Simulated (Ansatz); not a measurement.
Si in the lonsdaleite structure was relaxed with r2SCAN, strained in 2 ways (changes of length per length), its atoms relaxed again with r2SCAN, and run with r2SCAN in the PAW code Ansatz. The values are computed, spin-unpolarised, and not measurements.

Uniaxial -5.21 % along z, other directions held. Input:
```yaml
crystal:
  lattice:
    - [3.8321295414, 0.0, 0.0]
    - [-1.9160647707, 3.3187215334, 0.0]
    - [0.0, 0.0, 6.0108394873]
  atoms:
    - { symbol: Si, position: [0.3333333333, 0.6666666667, -0.0033707419] }
    - { symbol: Si, position: [0.6666666667, 0.3333333333, 0.4966292581] }
    - { symbol: Si, position: [0.3333333333, 0.6666666667, 0.3783707419] }
    - { symbol: Si, position: [0.6666666667, 0.3333333333, 0.8783707419] }
kpoints:
  mp_grid: { grid: [12, 12, 4] }
  band_path:
    path:
      - [0.0, 0.0, 0.0]
      - [0.5, 0.0, 0.0]
      - [0.3333333333, 0.3333333333, 0.0]
      - [0.0, 0.0, 0.5]
      - [0.5, 0.0, 0.5]
      - [0.3333333333, 0.3333333333, 0.5]
    npoints: 1
hamiltonian:
  xc: r2scan
scf:
  occupations: { method: fermi_dirac, width: 0.02 }
  n_extra_bands: 5
output:
  forces: true
  stress: true
  eigenvalues: true
```

Main results, then levels in eV from the Fermi energy at the points of the path (names of the unstrained zone, bands numbered from 0):
```
Crystal: 4 atoms, lattice volume = 76.444 Å³
Basis set: ecut = 500 eV, 1911 PW (Γ)
Symmetry: 24 space group operations
Space group: P63/mmc (ITA 194)
k-points: 57 of 576
Free energy (F): -2556.048591 eV
Fermi energy:    7.007404 eV
--- Stress (GPa, compression-positive) ---
        2.317961       0.000000       0.000000
        0.000000       2.317961       0.000000
        0.000000       0.000000      13.236679
  P = ⅓ Tr σ = 5.9575 GPa (59.575 kbar)
```
```tsv
point	band_5	band_6	band_7	band_8	band_9	band_10
Γ	-0.159	-0.159	-0.109	0.759	1.798	1.798
M	-3.704	-3.318	-1.656	0.128	2.657	3.157
K	-4.019	-4.019	-3.577	0.875	5.310	5.750
A	-1.364	-1.364	-1.364	1.717	1.717	2.928
L	-2.921	-2.451	-2.451	1.041	1.041	1.965
H	-5.012	-1.972	-1.972	2.085	2.085	4.192
```

The r2SCAN gap is indirect, 0.24 eV (Γ to M), below the direct gap of 0.87 eV at Γ. With the atoms held, the mean pressure is +5.96 GPa (compression positive).

**Question.** Isotropic -2.13 % on every length gives these blocks instead:
```yaml
crystal:
  lattice:
    - [3.7505051821, 0.0, 0.0]
    - [-1.8752525911, 3.2480327647, 0.0]
    - [0.0, 0.0, 6.2061489674]
  atoms:
    - { symbol: Si, position: [0.3333333333, 0.6666666667, 0.0007257276] }
    - { symbol: Si, position: [0.6666666667, 0.3333333333, 0.5007257276] }
    - { symbol: Si, position: [0.3333333333, 0.6666666667, 0.3742742724] }
    - { symbol: Si, position: [0.6666666667, 0.3333333333, 0.8742742724] }
scf:
  occupations: { method: fixed }
  n_extra_bands: 5
```
What comes out?

**Answer.**
```
Crystal: 4 atoms, lattice volume = 75.602 Å³
Basis set: ecut = 500 eV, 1919 PW (Γ)
Symmetry: 24 space group operations
Space group: P63/mmc (ITA 194)
k-points: 57 of 576
Free energy (F): -2556.109100 eV
Fermi energy:    7.093788 eV
--- Stress (GPa, compression-positive) ---
        7.065987       0.000000       0.000000
        0.000000       7.065987       0.000000
        0.000000       0.000000       7.350688
  P = ⅓ Tr σ = 7.1609 GPa (71.609 kbar)
```
```tsv
point	band_5	band_6	band_7	band_8	band_9	band_10
Γ	-0.439	0.000	0.000	1.540	2.100	2.100
M	-3.442	-3.378	-1.624	0.456	2.696	3.134
K	-4.027	-4.027	-3.764	0.712	5.731	6.072
A	-1.054	-1.054	-1.054	2.311	2.311	3.164
L	-2.745	-2.733	-2.733	1.122	1.122	1.744
H	-5.041	-2.263	-2.263	1.823	1.823	3.790
```
The r2SCAN gap is indirect, 0.46 eV (Γ to M), below the direct gap of 1.54 eV at Γ. At this geometry r2SCAN finds +7.16 GPa, compression counted positive: its own equilibrium volume is larger.
